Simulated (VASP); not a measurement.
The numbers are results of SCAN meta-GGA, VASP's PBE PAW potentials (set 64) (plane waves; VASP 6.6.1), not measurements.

A VASP calculation is set up with these files.

**KPOINTS**
```
Automatic mesh
0
Gamma
6 6 6
0 0 0
```

### POSCAR
```
CsI
1
    4.6817227144     0.0000000000     0.0000000000
    0.0000000000     4.6817227144     0.0000000000
    0.0000000000     0.0000000000     4.6817227144
Cs I
1 1
Direct
  0.0000000000   0.0000000000   0.0000000000
  0.5000000000   0.5000000000   0.5000000000
```

INCAR:
```
# general
SYSTEM =CsI
PREC   =Accurate
ENCUT  =520
LREAL  =.FALSE.
LASPH  =.TRUE.

# electronic loop
EDIFF  =1E-7
NELM   =100
ALGO   =Normal
LMAXMIX=4
LMIXTAU=.TRUE.

# smearing
ISMEAR =0
SIGMA  =0.05

# functional
METAGGA=SCAN

# ions
ISIF   =2

# output
LWAVE  =.FALSE.
LCHARG =.FALSE.
```

POTCAR, in this order: Cs_sv I (PBE.64 set). Program: vasp_std.

The resulting files:

OSZICAR:
```
       N       E                     dE             d eps       ncg     rms          rms(c)
DAV:   1     0.203713872850E+02    0.20371E+02   -0.62793E+03   480   0.111E+03
DAV:   2    -0.734206023599E+02   -0.93792E+02   -0.88755E+02   732   0.174E+02
DAV:   3    -0.810656900878E+02   -0.76451E+01   -0.76234E+01   616   0.553E+01
DAV:   4    -0.811680515807E+02   -0.10236E+00   -0.10234E+00   540   0.785E+00
DAV:   5    -0.811691986898E+02   -0.11471E-02   -0.11470E-02   620   0.900E-01    0.130E+00
DAV:   6    -0.786875410959E+02    0.24817E+01   -0.41888E-01   500   0.557E+00    0.139E+00
DAV:   7    -0.774453550335E+02    0.12422E+01   -0.37831E-01   480   0.481E+00    0.585E-01
DAV:   8    -0.779453961669E+02   -0.50004E+00   -0.28425E-01   480   0.539E+00    0.436E-01
DAV:   9    -0.777568252328E+02    0.18857E+00   -0.20636E-01   480   0.536E+00    0.285E-01
DAV:  10    -0.776704518433E+02    0.86373E-01   -0.14805E-01   480   0.478E+00    0.276E-01
DAV:  11    -0.779016867307E+02   -0.23123E+00   -0.56640E-02   480   0.304E+00    0.195E-01
DAV:  12    -0.779384006498E+02   -0.36714E-01   -0.97263E-02   480   0.347E+00    0.223E-01
DAV:  13    -0.779333386954E+02    0.50620E-02   -0.35526E-03   544   0.841E-01    0.153E-01
DAV:  14    -0.779537281878E+02   -0.20389E-01   -0.15998E-02   480   0.148E+00    0.118E-01
DAV:  15    -0.779533427037E+02    0.38548E-03   -0.26154E-03   488   0.786E-01    0.669E-02
DAV:  16    -0.779544125127E+02   -0.10698E-02   -0.13022E-03   484   0.564E-01    0.645E-02
DAV:  17    -0.779547009656E+02   -0.28845E-03   -0.47674E-04   496   0.366E-01    0.493E-02
DAV:  18    -0.779547129260E+02   -0.11960E-04   -0.37576E-05   580   0.899E-02    0.271E-02
DAV:  19    -0.779547126409E+02    0.28507E-06   -0.15441E-05   516   0.472E-02    0.122E-02
DAV:  20    -0.779547060920E+02    0.65489E-05   -0.27770E-05   500   0.855E-02    0.170E-02
DAV:  21    -0.779547455101E+02   -0.39418E-04   -0.26680E-05   500   0.665E-02    0.138E-02
DAV:  22    -0.779547345905E+02    0.10920E-04   -0.40474E-06   520   0.342E-02    0.412E-03
DAV:  23    -0.779547345494E+02    0.41143E-07   -0.35196E-06   496   0.286E-02    0.163E-03
DAV:  24    -0.779547324043E+02    0.21451E-05   -0.46498E-07   560   0.102E-02    0.101E-03
DAV:  25    -0.779547342241E+02   -0.18198E-05   -0.26600E-07   524   0.814E-03    0.148E-04
DAV:  26    -0.779547347338E+02   -0.50970E-06   -0.15537E-08   320   0.145E-03    0.430E-04
DAV:  27    -0.779547345304E+02    0.20343E-06   -0.10715E-08   316   0.173E-03    0.296E-04
DAV:  28    -0.779547343358E+02    0.19459E-06   -0.34506E-09   292   0.717E-04    0.144E-04
DAV:  29    -0.779547342604E+02    0.75357E-07   -0.11084E-09   276   0.424E-04
   1 F= -.77954734E+02 E0= -.77954734E+02  d E =-.129121E-15
```

File OUTCAR:
```
------------------------ aborting loop because EDIFF is reached ----------------------------------------
  FORCE on cell =-STRESS in cart. coord.  units (eV):
  Direction    XX          YY          ZZ          XY          YZ          ZX
  --------------------------------------------------------------------------------------
  Total       -0.3983110     -0.3983110     -0.3983110     -0.0000000      0.0000000     -0.0000000
  in kB       -6.2189315     -6.2189315     -6.2189315     -0.0000000      0.0000000     -0.0000000
  external PRESSURE =      -6.2189315 kB  Pullay stress =       0.0000000 kB
  volume of cell :      102.62
      direct lattice vectors                 reciprocal lattice vectors
     4.681722714  0.000000000  0.000000000     0.213596588  0.000000000  0.000000000
     0.000000000  4.681722714  0.000000000     0.000000000  0.213596588  0.000000000
     0.000000000  0.000000000  4.681722714     0.000000000  0.000000000  0.213596588
 POSITION                                       TOTAL-FORCE (eV/Angst)
 -----------------------------------------------------------------------------------
      0.00000      0.00000      0.00000         0.000000      0.000000      0.000000
      2.34086      2.34086      2.34086         0.000000      0.000000      0.000000
 -----------------------------------------------------------------------------------
    total drift:                               -0.000000      0.000000      0.000000
  FREE ENERGIE OF THE ION-ELECTRON SYSTEM (eV)
  ---------------------------------------------------
  free  energy   TOTEN  =       -77.9547342604 eV

  energy  without entropy=      -77.9547342604  energy(sigma->0) =      -77.95473426
```
(Selected blocks of OUTCAR.)

File OUTCAR:
```
 val. band max:        0.0751949827   @ k =   0.5000   0.5000   0.0000

 cond. band min:       4.3590596054   @ k =   0.0000   0.0000   0.0000


 Fermi energy:         0.3432482944

 k-point     1 :       0.0000    0.0000    0.0000
  band No.  band energies     occupation
      1     -21.0556      2.00000
      2     -10.8416      2.00000
      3      -7.3279      2.00000
      4      -7.3279      2.00000
      5      -7.3279      2.00000
      6      -0.0229      2.00000
      7      -0.0229      2.00000
      8      -0.0229      2.00000
      9       4.3591      0.00000
     10       4.7761      0.00000
     11       4.7761      0.00000
     12       8.3561      0.00000

 k-point     2 :       0.1667    0.0000    0.0000
  band No.  band energies     occupation
      1     -21.0511      2.00000
      2     -10.8408      2.00000
      3      -7.3618      2.00000
      4      -7.3162      2.00000
      5      -7.3162      2.00000
      6      -0.4216      2.00000
      7      -0.0479      2.00000
      8      -0.0479      2.00000
      9       4.8936      0.00000
     10       4.9364      0.00000
     11       5.3229      0.00000
     12       8.2671      0.00000

 k-point     3 :       0.3333    0.0000    0.0000
  band No.  band energies     occupation
      1     -21.0420      2.00000
      2     -10.8406      2.00000
      3      -7.4218      2.00000
      4      -7.2925      2.00000
      5      -7.2925      2.00000
      6      -1.0476      2.00000
      7      -0.0994      2.00000
      8      -0.0994      2.00000
      9       5.3726      0.00000
     10       6.0107      0.00000
     11       6.5051      0.00000
     12       8.1552      0.00000

 k-point     4 :       0.5000    0.0000    0.0000
  band No.  band energies     occupation
      1     -21.0374      2.00000
      2     -10.8413      2.00000
      3      -7.4478      2.00000
      4      -7.2806      2.00000
      5      -7.2806      2.00000
      6      -1.3108      2.00000
...
```

Unless said otherwise, spin-orbit coupling is left out, though it shifts the bands of the heavy elements here.

The compound is CsI in the CsCl type structure. This cell is one point of a volume scan, at 1.06 of the reference volume.
